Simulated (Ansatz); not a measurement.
# ZrO2: the cost of one run

Computed with Ansatz 0.2.0 (DFT PBEsol, scalar-relativistic, plane waves, PAW, unless a step's input says otherwise).

## Step 1: Starting point

It takes space group Fm-3m (No. 225, cubic). Conventional cell: a = 5.087 Å, b = 5.087 Å, c = 5.087 Å, α = 90.00°, β = 90.00°, γ = 90.00°. Zr (site symmetry m-3m) is surrounded by 8 O at 2.20 Å. O (site symmetry -43m) is surrounded by 4 Zr at 2.20 Å.

Coordinates:

```xyz
3
Lattice="0.0000 2.5434 2.5434 2.5434 0.0000 2.5434 2.5434 2.5434 0.0000" Properties=species:S:1:pos:R:3 pbc="T T T"
Zr    0.0000    0.0000    0.0000
O     1.2717    1.2717    1.2717
O     3.8151    3.8151    3.8151
```

## Step 2: The first run

input.yaml

```yaml
crystal:
  lattice:
    - [0.0, 2.5434207568, 2.5434207568]
    - [2.5434207568, 0.0, 2.5434207568]
    - [2.5434207568, 2.5434207568, 0.0]
  atoms:
    - { symbol: Zr, position: [0.0, 0.0, 0.0] }
    - { symbol: O, position: [0.25, 0.25, 0.25] }
    - { symbol: O, position: [0.75, 0.75, 0.75] }
basis:
  ecutwfc: 420
  ecutrho_ratio: 4
kpoints:
  mp_grid: { grid: [10, 10, 10] }
hamiltonian:
  xc: pbesol
scf:
  occupations: { method: gaussian, width: 0.05 }
output:
  forces: true
  stress: true
  eigenvalues: true
```

**Question.** How long does this run take on 4 threads of an Arm CPU, shared host, and how much memory does it need?

About 2.1 s, with a peak of 0.32 GiB.
